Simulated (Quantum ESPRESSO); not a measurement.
Crystal: Os.

```
CELL_PARAMETERS angstrom
2.73410 0.00000 0.00000
-1.36705 2.36780 0.00000
0.00000 0.00000 4.31970
ATOMIC_POSITIONS crystal
Os 0.66667 0.33333 0.75000
Os 0.33333 0.66667 0.25000
```

- Program: Quantum ESPRESSO 7.5
- Task: phonons
- Functional: rev-vdW-DF2
- Potentials or basis: PseudoDojo 0.4.1 SR PBE standard
- Cutoff: 1007 eV
- Density cutoff: 4027 eV
- k mesh: 9 × 9 × 5
- Occupations: methfessel-paxton, width 0.2 eV
- Spin: no spin polarisation
- Mixing beta: 0.5
- Most SCF iterations: 120
- SCF threshold: 4e-10 Ry

The cell and the atoms were relaxed first, to 14.10 Å³/atom (a = 2.741 Å, b = 2.741 Å, c = 4.336 Å, α = 90.00°, β = 90.00°, γ = 120.00°), and the response was taken there.

```
CELL_PARAMETERS angstrom
2.74056 0.00000 0.00000
-1.37028 2.37340 0.00000
0.00000 0.00000 4.33554
ATOMIC_POSITIONS crystal
Os 0.66667 0.33333 0.75000
Os 0.33333 0.66667 0.25000
```

What is the highest optical frequency at the zone centre?

225 cm⁻¹, a mode of symmetry B1g (silent).

Optical modes at Γ, degenerate ones joined:
| cm⁻¹ | components | symmetry | active in |
| --- | --- | --- | --- |
| 163 | 2 | E2g | Raman |
| 225 | 1 | B1g | silent |

Caveat: the mesh is thin for the phonons of a metal; the potentials were made for another functional, which shifts forces and pressure.
